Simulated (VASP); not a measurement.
Wanted: the native input for a VASP 6.6.1 run.

```
Task                   : relaxation of cell and atoms
Functional             : PBEsol
Potentials or basis    : VASP PAW PBE potentials, release 64 (Al, P)
Cutoff                 : 600 eV
k mesh                 : 8 × 8 × 8
Occupations            : gaussian, width 0.02 eV
Spin                   : no spin polarisation
Dipole correction      : no
Further INCAR settings : ALGO = Fast; EDIFF = 1e-06; IBRION = 2; EDIFFG = -0.005; NSW = 100; ISIF = 3
```

The structure of AlP lies in POSCAR:

```
AlP
1.0
    0.0000000000     -2.7255000000     -2.7255000000
    2.7255000000      0.0000000000     -2.7255000000
    2.7255000000     -2.7255000000      0.0000000000
Al P
1 1
Direct
    0.0000000000      0.0000000000      0.0000000000
    0.7500000000      0.7500000000      0.7500000000
```

The input as run:

INCAR

```
PREC     = Accurate       # precision mode
ENCUT    = 600            # plane-wave cutoff, eV
EDIFF    = 1E-6           # SCF threshold, eV
ISMEAR   = 0              # smearing method
SIGMA    = 0.02           # smearing width, eV
LREAL    = F              # projectors in reciprocal space
LASPH    = T              # aspherical terms in the spheres
NELM     = 100            # most SCF steps
ALGO     = Fast           # electronic algorithm
ISIF     = 3              # what is computed and relaxed
LWAVE    = F              # write WAVECAR
LCHARG   = F              # write CHGCAR
GGA      = PS             # functional
IBRION   = 2              # ionic algorithm
NSW      = 100            # ionic steps
EDIFFG   = -0.005         # ionic threshold
```

KPOINTS

```
Automatic mesh
0
Gamma
  8 8 8
```

Potentials or basis: VASP PAW PBE potentials, release 64 (Al, P).

Launch:

```bash
$ cat potpaw_PBE.64/Al/POTCAR potpaw_PBE.64/P/POTCAR > POTCAR
$ mpirun -np 1 vasp_std > vasp.out
```

Results of the run:

```yaml
Relaxed_volume: 20.47 Å³/atom
Relaxed_cell: a = 3.869 Å, b = 3.869 Å, c = 3.869 Å, α = 60.00°, β = 60.00°, γ = 60.00°
Space_group_after_relaxing_to_0.05_Å: F-43m (No. 216)
Energy_gained_by_relaxing: 0.7 meV/atom
Ionic_steps: 3
Pressure_after_relaxing: 0.0 GPa
Band_gap_on_the_k_mesh: 1.45 eV, indirect (least direct gap 3.15 eV)
```

Caveat: the PAW data sets were made with another functional, which shifts forces and pressure a little.

Wall time 10 s on 1 thread of Intel(R) Xeon(R) 6975P-C (Granite Rapids) (shared host), peak memory 0.17 GiB.
